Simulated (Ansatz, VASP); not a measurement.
**Two plane-wave programs on CuI**

Contents of INCAR:

```
PREC = Accurate ; ENCUT = 520
EDIFF = 1E-7 ; ISMEAR = -1
SIGMA = 0.05 ; LREAL = False
LASPH = True ; NELM = 80
ALGO = Normal ; ISIF = 2
LWAVE = False ; LCHARG = False
GGA = PE ; NBANDS = 26
```

KPOINTS

```
Automatic mesh
0
Gamma
  7 7 4
```

POSCAR

```
CuI
1.0
    4.0349164921      0.0000000000      0.0000000000
    0.0000000000      4.0349164921      0.0000000000
    0.0000000000      0.0000000000      6.4629139691
I Cu
2 2
Direct
    0.0000000000      0.5000000000      0.7430343600
    0.5000000000      0.0000000000      0.2569656400
    0.0000000000      0.0000000000      0.0000000000
    0.5000000000      0.5000000000      0.0000000000
```

input.yaml

```yaml
crystal:
  lattice:
    - [4.0349164921, 0.0, 0.0]
    - [0.0, 4.0349164921, 0.0]
    - [0.0, 0.0, 6.4629139691]
  atoms:
    - { symbol: I, position: [0.0, 0.5, 0.74303436] }
    - { symbol: I, position: [0.5, 0.0, 0.25696564] }
    - { symbol: Cu, position: [0.0, 0.0, 0.0] }
    - { symbol: Cu, position: [0.5, 0.5, 0.0] }
hamiltonian:
  xc: pbe
  pseudopotentials: { kind: paw }
kpoints:
  mp_grid: { grid: [7, 7, 4] }
scf:
  occupations: { method: fermi_dirac, width: 0.05 }
output:
  forces: true
  stress: true
  eigenvalues: true
```

Change from the starting cell: volume scaled by 0.96.

Alike in both runs: task single point; functional PBE; k mesh 7 × 7 × 4; occupations fermi-dirac, width 0.05 eV; no spin polarisation.

```csv
,VASP,Ansatz
version,VASP 6.6.1,Ansatz 0.2.0
potentials or method,"VASP PAW PBE potentials, release 64 (I, Cu)",Ansatz PAW
plane-wave cutoff (eV),520,420
valence electrons in the cell,36,72
```

Ansatz gave:

* gap on the k mesh at the Fermi level (eV): 1.68
* least direct gap on the mesh (eV): 1.68
* pressure (GPa): 3.4
* largest component of the traceless stress (GPa): 0.28
* rms of the force components (eV/Å): 0.216

**Question.** Estimate VASP's values.

**Answer.** gap on the k mesh at the Fermi level (eV): 1.70; least direct gap on the mesh (eV): 1.70; pressure (GPa): 3.6; largest component of the traceless stress (GPa): 0.27; rms of the force components (eV/Å): 0.220.

Atom by atom the forces differ by 0.004 eV/Å (rms over components). The two sets of potentials don't hold the same shells in valence.

Caveats: spin-orbit coupling is left out, which moves the levels of the heavy elements; this functional lacks dispersion, which binds the layers, so the pressure and a relaxed spacing across them are unreliable; odd divisions of the mesh miss points on the zone boundary, where band edges often lie, so the gap on the mesh can be too wide (Ansatz).
